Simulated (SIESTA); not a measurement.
Runs of SIESTA 5.4.2 on HfO2. The structure is orthorhombic, space group Pca2_1 (No. 29). Conventional cell: a = 5.219 Å, b = 5.005 Å, c = 5.033 Å, α = 90.00°, β = 90.00°, γ = 90.00°. Hf (site symmetry 1) has 7 O at 2.02 to 2.23 Å as nearest neighbours. Around O (site symmetry 1) lie 3 Hf at 2.02 to 2.13 Å. Around O (site symmetry 1) lie 4 Hf at 2.11 to 2.23 Å. Measurements of this composition are mostly on another form, of space group No. 14.

| level | potentials or basis | cell | k mesh | gap on the mesh (eV) | pressure (GPa) | largest force (eV/Å) |
| --- | --- | --- | --- | --- | --- | --- |
| RPBE | PseudoDojo 0.4 standard (PBE files), DZP (energy shift 0.003 Ry; two zetas on semicore shells) | as given | 4 × 4 × 4 | 4.40 | 16.7 | 0.20 |
| WC | PseudoDojo 0.4 standard (PBEsol files), DZP (energy shift 0.003 Ry; two zetas on semicore shells) | as given | 4 × 4 × 4 | 4.23 | 4.2 | 0.14 |
| PBE | PseudoDojo 0.4 standard (PBE files), DZP (energy shift 0.003 Ry; two zetas on semicore shells) | atoms moved at random, drawn with an rms of 0.05 Å | 5 × 6 × 5 | 4.22 | 13.2 | 1.36 |
| PBE | PseudoDojo 0.4 standard (PBE files), DZP (energy shift 0.003 Ry; two zetas on semicore shells) | as given | 5 × 6 × 5 | 4.29 | 12.4 | 0.19 |
| PW91 | PseudoDojo 0.4 standard (PBE files), DZP (energy shift 0.003 Ry; two zetas on semicore shells) | as given | 4 × 4 × 4 | (b) | (c) | (a) |

Alike in all rows: task single point; no spin polarisation; smearing fermi-dirac 0.05 eV; grid cutoff 800 Ry; energy shift 0.003 Ry.

Question: Estimate the missing entries.

Answer: (a) 0.18; (b) 4.31; (c) 11.8.

Caveats: short orbitals over semicore shells can move pressures by several GPa; spin-orbit coupling is left out, which moves the levels of the heavy elements; the basis of atomic orbitals isn't converged, which shifts pressures, moduli and gaps; the potentials were made for another functional, which shifts forces and pressure (some runs); an odd mesh through Γ misses points on the zone boundary, where band edges often lie (some runs); the real-space grid breaks translation symmetry, so forces needn't sum to zero (some runs).

A k mesh can miss the band edges, and the runs leave out spin-orbit coupling on Hf.
